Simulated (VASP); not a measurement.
A run of VASP 6.6.1 is set up as follows.

File POSCAR:

```
Si3C                                    
1.0
    0.0000000000     -2.3764309678     -2.3764309678
   -2.3764309678      0.0000000000     -2.3764309678
    2.6564264874      2.6564264874     -5.0328574552
  C               Si            
     1     3
Direct
     0.8742213188863732    0.8742213188863732    0.3773360433408804
     0.3699226465506508    0.3699226465506508    0.8902320603480477
     0.7672545999990203    0.7672545999990203    0.6982362000029387
     0.2386014345639556    0.2386014345639555    0.2841956963081333
```

Contents of INCAR.step1:

```
SYSTEM = Si3C
PREC     = Accurate       ! precision mode
ENCUT    = 520            ! plane-wave cutoff, eV
EDIFF    = 1E-6           ! SCF threshold, eV
ISMEAR   = 0              ! smearing method
SIGMA    = 0.02           ! smearing width, eV
LREAL    = .False.        ! projectors in reciprocal space
LASPH    = .True.         ! aspherical terms in the spheres
NELM     = 100            ! most SCF steps
ALGO     = Fast           ! electronic algorithm
ISIF     = 2              ! what is computed and relaxed
LWAVE    = .False.        ! write WAVECAR
LCHARG   = .True.         ! write CHGCAR
GGA      = PE             ! functional
NBANDS   = 16             ! bands
```

Contents of KPOINTS.step1:

```
Automatic mesh
0
Gamma
  8 8 8
  0 0 0
```

INCAR.step2

```
SYSTEM = Si3C
PREC     = Accurate       ! precision mode
ENCUT    = 520            ! plane-wave cutoff, eV
EDIFF    = 1E-6           ! SCF threshold, eV
ISMEAR   = 0              ! smearing method
SIGMA    = 0.05           ! smearing width, eV
LREAL    = .False.        ! projectors in reciprocal space
LASPH    = .True.         ! aspherical terms in the spheres
NELM     = 100            ! most SCF steps
ALGO     = Fast           ! electronic algorithm
ISIF     = 2              ! what is computed and relaxed
LWAVE    = .False.        ! write WAVECAR
LCHARG   = .False.        ! write CHGCAR
GGA      = PE             ! functional
NBANDS   = 16             ! bands
ICHARG   = 11             ! starting density
```

File KPOINTS.step2:

```
path GLB1,BZGX,QFP1Z,LP
15
line-mode
reciprocal
 0.0000000000  0.0000000000  0.0000000000  G
 0.0000000000 -0.5000000000  0.0000000000  L

 0.0000000000 -0.5000000000  0.0000000000  L
 0.3750000000 -0.3125000000  0.1875000000  B1

 0.3125000000 -0.3125000000  0.5000000000  B
 0.0000000000  0.0000000000  0.5000000000  Z

 0.0000000000  0.0000000000  0.5000000000  Z
 0.0000000000  0.0000000000  0.0000000000  G

 0.0000000000  0.0000000000  0.0000000000  G
 0.3437500000 -0.3437500000  0.0000000000  X

 0.3437500000 -0.3125000000  0.3437500000  Q
 0.5000000000  0.0000000000  0.5000000000  F

 0.5000000000  0.0000000000  0.5000000000  F
 0.4687500000  0.0000000000  0.6562500000  P1

 0.4687500000  0.0000000000  0.6562500000  P1
 0.0000000000  0.0000000000  0.5000000000  Z

 0.0000000000 -0.5000000000  0.0000000000  L
 0.0000000000 -0.4687500000  0.3437500000  P
```

Potentials or basis: VASP PAW PBE potentials, release 64 (C, Si).

Command:

```sh
$ cat potpaw_PBE.64/C/POTCAR potpaw_PBE.64/Si/POTCAR > POTCAR
$ cp INCAR.step1 INCAR
$ cp KPOINTS.step1 KPOINTS
$ mpirun -np 1 vasp_std > vasp.out
$ cp INCAR.step2 INCAR
$ cp KPOINTS.step2 KPOINTS
$ mpirun -np 1 vasp_std > vasp.out
```

Q: Estimate the band gap along the path.

A: None (metal or under the smearing width).

Levels at the corners of the path, in eV from the Fermi level:
```tsv
point	band 4	band 5	band 6	band 7	band 8	band 9	band 10	band 11	band 12	band 13
Γ	-3.12	-3.12	-1.90	0.12	1.02	1.02	2.37	3.48	3.48	4.21
L	-7.17	-5.48	-4.83	-4.51	-1.52	0.76	1.84	2.45	4.62	4.93
L	-7.17	-5.48	-4.83	-4.51	-1.52	0.76	1.84	2.45	4.62	4.93
B1	-7.81	-6.35	-5.11	-4.26	-3.37	0.80	1.05	3.91	5.21	5.39
B	-7.81	-6.35	-5.11	-4.26	-3.37	0.80	1.05	3.91	5.21	5.39
Z	-5.45	-3.11	-3.11	0.76	0.76	1.29	2.62	3.91	3.91	4.87
Z	-5.45	-3.11	-3.11	0.76	0.76	1.29	2.62	3.91	3.91	4.87
Γ	-3.12	-3.12	-1.90	0.12	1.02	1.02	2.37	3.48	3.48	4.21
Γ	-3.12	-3.12	-1.90	0.12	1.02	1.02	2.37	3.48	3.48	4.21
X	-7.90	-6.52	-5.07	-4.40	-3.40	0.55	2.00	3.04	5.11	6.00
Q	-7.90	-6.52	-5.07	-4.40	-3.40	0.55	2.00	3.04	5.11	6.00
F	-8.27	-4.69	-4.59	-2.62	-1.12	-0.77	0.61	1.69	3.34	3.67
F	-8.27	-4.69	-4.59	-2.62	-1.12	-0.77	0.61	1.69	3.34	3.67
P1	-7.69	-4.84	-4.56	-3.31	-1.22	-0.48	0.91	2.24	3.13	4.03
P1	-7.69	-4.84	-4.56	-3.31	-1.22	-0.48	0.91	2.24	3.13	4.03
Z	-5.45	-3.11	-3.11	0.76	0.76	1.29	2.62	3.91	3.91	4.87
L	-7.17	-5.48	-4.83	-4.51	-1.52	0.76	1.84	2.45	4.62	4.93
P	-7.69	-4.84	-4.56	-3.31	-1.22	-0.48	0.91	2.24	3.13	4.03
```

Caveat: the log is that of the step along the path at fixed density, whose energy, stress, charges and moments have no meaning.
